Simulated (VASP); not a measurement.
Set up this calculation in VASP 6.6.1, as the native input.

- Task: single point
- Functional: PBE
- Potentials or basis: VASP PAW PBE potentials, release 64 (Hf_pv, C)
- Cutoff: 600 eV
- k mesh: 12 × 12 × 12
- Occupations: gaussian, width 0.1 eV
- Spin: no spin polarisation
- Further INCAR settings: ALGO = Fast; EDIFF = 1e-07; NBANDS = 14

The structure of HfC lies in POSCAR:

```
HfC
1.0
    0.0000000000      2.3250000000      2.3250000000
    2.3250000000      0.0000000000      2.3250000000
    2.3250000000      2.3250000000      0.0000000000
Hf C
1 1
Direct
    0.5000000000      0.5000000000      0.5000000000
    0.0000000000      0.0000000000      0.0000000000
```

These files were run (other wordings do the same):

INCAR

```
PREC = Accurate
ENCUT = 600
EDIFF = 1E-7
ISMEAR = 0
SIGMA = 0.1
LREAL = False
LASPH = True
NELM = 100
ALGO = Fast
ISIF = 2
LWAVE = False
LCHARG = False
GGA = PE
NBANDS = 14
```

KPOINTS

```
regular mesh
0
Gamma
  12 12 12
```

Potentials or basis: VASP PAW PBE potentials, release 64 (Hf_pv, C).

The run is started by

```sh
$ cat potpaw_PBE.64/Hf_pv/POTCAR potpaw_PBE.64/C/POTCAR > POTCAR
$ mpirun -np 1 vasp_std > vasp.out
```

It gave:

- Pressure: -0.5 GPa
- Band gap on the k mesh: none (metal or under the smearing width)

Run time: 22 s on 1 thread of AMD EPYC 9R45 96-Core Processor (Zen 5), with other jobs on the host, peak memory 0.15 GiB.
